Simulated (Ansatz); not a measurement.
Computed bands of a relaxed Te2Pt slab cut along (0 0 1).

Miller indices refer to the conventional cell of P-3m1 (No. 164), a = 4.053 Å, b = 4.053 Å, c = 5.091 Å, α = 90.00°, β = 90.00°, γ = 120.00°.

The slab has 6 planes, was cut to end in Te at the top (+c) and Te at the bottom, and its atoms stand where a relaxation without spin-orbit coupling left them. Listed are levels within 1.2 eV of the Fermi level, the 22 nearest at most. Weights are Löwdin projections on the datasets' atomic orbitals, as shares of the full norm: they are low for levels that spill into the vacuum or into shells that a dataset lacks. Two planes next to each face count as outer, 4 of 6 in all, so a level spread evenly over the slab has a weight near 0.67.

```yaml
crystal:
  lattice:
    - [4.05334, 0.00000, 0.00000]
    - [-2.02667, 3.51030, 0.00000]
    - [0.00000, 0.00000, 22.81016]
  atoms:
    - { symbol: Te, position: [0.66667, 0.33333, 0.32799] }
    - { symbol: Pt, position: [0.00000, 0.00000, 0.38865] }
    - { symbol: Te, position: [0.33333, 0.66667, 0.44729] }
    - { symbol: Te, position: [0.66667, 0.33333, 0.55271] }
    - { symbol: Pt, position: [0.00000, 0.00000, 0.61135] }
    - { symbol: Te, position: [0.33333, 0.66667, 0.67201] }
```

The calculation used DFT PBE+D3(BJ), scalar-relativistic, plane waves, PAW in Ansatz 0.2.0.

Plane waves to 420 eV, a k mesh through Γ of 9×9×1 on the computed 6-atom cell and Gaussian smearing (0.10 eV); no spin polarisation. A dipole correction removes the field between periodic images along c.

Run with
```bash
ansatz run input.yaml --threads 2 --pin off --max-ram 5632MiB --backend cpu --events-out ev --progress --plain --runs-dir out
```

70 s on 2 threads of Arm Neoverse V1, with other jobs on the host, peak memory 0.89 GiB

Levels at M (0.500, 0.000), in eV from the Fermi level, with weights (averaged over levels within 1.5 meV, which needn't be degenerate by symmetry):
```csv
level,outer two planes of both faces
0.545,0.72
0.787,0.70
```

Levels at Γ (0.000, 0.000), in eV from the Fermi level, with weights (averaged over levels within 1.5 meV, which needn't be degenerate by symmetry):
```csv
level,levels within 1.5 meV,outer two planes of both faces
-1.120,2,0.38
-0.655,2,0.52
0.255,1,0.38
```

Levels at K (0.333, 0.333), in eV from the Fermi level, with weights (averaged over levels within 1.5 meV, which needn't be degenerate by symmetry):
```csv
level,levels within 1.5 meV,outer two planes of both faces
0.016,2,0.75
```

Bands cross the Fermi level. With 6 planes the outer ones are most of the slab, so weights don't single out surface states. The work function of the top face is 4.21 eV. In a slab this thin the states of the two faces can couple and split. Spin-orbit coupling is left out, which matters for the bands of heavy elements.
